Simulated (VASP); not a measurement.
Input of a VASP 6.6.1 run:

Contents of INCAR:

```
ALGO = Normal
EDIFF = 1E-7
EDIFFG = -0.005
ENCUT = 600
GGA = PS
IBRION = 2
ISIF = 3
ISMEAR = 0
KPAR = 4
LASPH = True
LCHARG = False
LREAL = False
LWAVE = False
NELM = 80
NSW = 90
PREC = Accurate
SIGMA = 0.03
```

File KPOINTS:

```
k-points
0
Gamma
  8 8 8
```

The input POSCAR:

```
CdTe                                    
1.0
    0.0000000000      3.2477981878      3.2477981878
    3.2477981878     -0.0000000000      3.2477981878
    3.2477981878      3.2477981878      0.0000000000
  Cd              Te            
     1     1
Direct
     0.0000000000000000    0.0000000000000000    0.0000000000000000
     0.2500000000000000    0.2500000000000000    0.2500000000000000
```

Potentials or basis: VASP PAW PBE potentials, release 64 (Cd, Te).

Launch:

```console
$ cat potpaw_PBE.64/Cd/POTCAR potpaw_PBE.64/Te/POTCAR > POTCAR
$ mpirun -np 4 vasp_std > vasp.out
```

(1) Predict the band gap on the k mesh.

Results:

(1) 0.64 eV, direct.

Caveat: the relaxation stopped at its first step, so nothing moved; spin-orbit coupling is left out, which moves the levels of the heavy elements.
